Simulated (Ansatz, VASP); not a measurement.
Cu in VASP and in Ansatz

The input INCAR:

```
SYSTEM = Cu
ALGO = Fast
EDIFF = 1E-6
ENCUT = 520
GGA = PS
ISIF = 2
ISMEAR = 0
LASPH = .True.
LCHARG = .True.
LELF = .True.
LREAL = .False.
LVHAR = .True.
LWAVE = .False.
NBANDS = 12
NELM = 80
PREC = Accurate
SIGMA = 0.15
```

The input KPOINTS:

```
k-points
0
Gamma
  24 24 24
  0 0 0
```

The input POSCAR:

```
Cu
1.0
   -1.4860771196      1.4860771196      1.3760814500
    1.4860771196     -1.4860771196      1.3760814500
    1.4860771196      1.4860771196     -1.3760814500
Cu
1
Direct
    0.0000000000      0.0000000000      0.0000000000
```

Input for Ansatz:

```yaml
crystal:
  lattice:
    - [-1.4860771196, 1.4860771196, 1.37608145]
    - [1.4860771196, -1.4860771196, 1.37608145]
    - [1.4860771196, 1.4860771196, -1.37608145]
  atoms:
    - { symbol: Cu, position: [0.0, 0.0, 0.0] }
basis:
  ecutwfc: 420
kpoints:
  mp_grid: { grid: [24, 24, 24] }
hamiltonian:
  xc: pbesol
scf:
  occupations: { method: gaussian, width: 0.15 }
output:
  forces: true
  stress: true
  eigenvalues: true
```

Change from the starting cell: strain +0.030 along x and y, +0.000 along z, atoms carried along.

Alike in both runs: task single point; functional PBEsol; k mesh 24 × 24 × 24; occupations gaussian, width 0.15 eV; no spin polarisation.

|  | VASP | Ansatz |
| --- | --- | --- |
| version | VASP 6.6.1 | Ansatz 0.2.0 |
| potentials or method | VASP PAW PBE potentials, release 64 (Cu) | scalar-relativistic, plane waves, PAW |
| plane-wave cutoff (eV) | 520 | 420 |
| valence electrons in the cell | 11 | 19 |

```csv
,VASP,Ansatz,Ansatz less VASP
gap on the k mesh at the Fermi level (eV),none,none,-
pressure (GPa),-8.7,-9.4,-0.69
```

A gap of «none» marks a metal or a gap that the smearing closes. With one functional, cell and mesh, what is left measures potentials, basis and numerics. The two sets of potentials don't hold the same shells in valence.

Caveats: the PAW data sets were made with another functional, which shifts forces and pressure a little (VASP).
